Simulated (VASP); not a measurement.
Crystal: Gd.

```
Gd
1.0
    -2.02500    2.02500    2.02500
     2.02500   -2.02500    2.02500
     2.02500    2.02500   -2.02500
Gd
1
Direct
  0.00000 0.00000 0.00000
```

This isn't the form of Gd at room conditions, which is hcp.

Base run:

- Program: VASP 6.6.1
- Functional: PBE
- Potentials or basis: VASP PAW PBE potentials, release 64 (Gd)
- Cutoff: 600 eV
- k mesh: 7 × 7 × 7
- Occupations: fermi-dirac, width 0.05 eV
- Spin: collinear spin, ferromagnetic start
- Starting moments: [7.0] μB

Its results: pressure 1.0 GPa; net moment 7.63 μB per cell; site moments Gd +7.01 μB.

**Question.** The run is repeated on the same cell with these changes: potentials or basis from VASP PAW PBE potentials, release 64 (Gd) to VASP PAW PBE potentials, release 64 (Gd_3), 4f in core; valence electrons from 18 to 9. What comes out?

**Answer.** Pressure -0.6 GPa; net moment 0.04 μB per cell; site moments Gd +0.03 μB.
